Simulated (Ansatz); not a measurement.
**How settings move the results for Fe**

```
CELL_PARAMETERS angstrom
2.36784 0.00000 0.00000
0.00000 2.36784 0.00000
0.00000 0.00000 2.36784
ATOMIC_POSITIONS crystal
Fe 0.00000 0.00000 0.00000
```

Conventional cell: a = 2.368 Å, b = 2.368 Å, c = 2.368 Å, α = 90.00°, β = 90.00°, γ = 90.00°. Fe (atom 1) is surrounded by 6 Fe at 2.37 Å.

The cell was built from the sc type and relaxed in the same program, and has space group Pm-3m; it needn't be a known or the stable phase.

Other magnetic orders may lie lower; this is the state that the run reached.

Level of theory: Ansatz 0.2.0, DFT, PBE, PAW with Ansatz's default frozen-core files, scalar-relativistic.

Sampling and basis: a Γ-centred 18×18×18 k mesh, Fermi–Dirac smearing of 0.03 eV, cutoff 420 eV, spin-polarised from start moments Fe 3 μB. One setting is then changed at a time.

```
         k mesh  free energy less the base's (meV/atom)  P (GPa)  moment (μB)
18×18×18 (base)                                     0.0     0.02        2.359
          5×5×5                                    12.5    -9.22        1.695
          9×9×9                                   -14.3     0.66            ?
       14×14×14                                     2.3     0.95        2.448
       25×25×25                                    -0.4        ?        2.395
```

(1) Fill in "P (GPa)" for the row "25×25×25".

(2) Give the missing entry: row "9×9×9", column "moment (μB)".

Answers

(1) 0.39.

(2) 2.433.
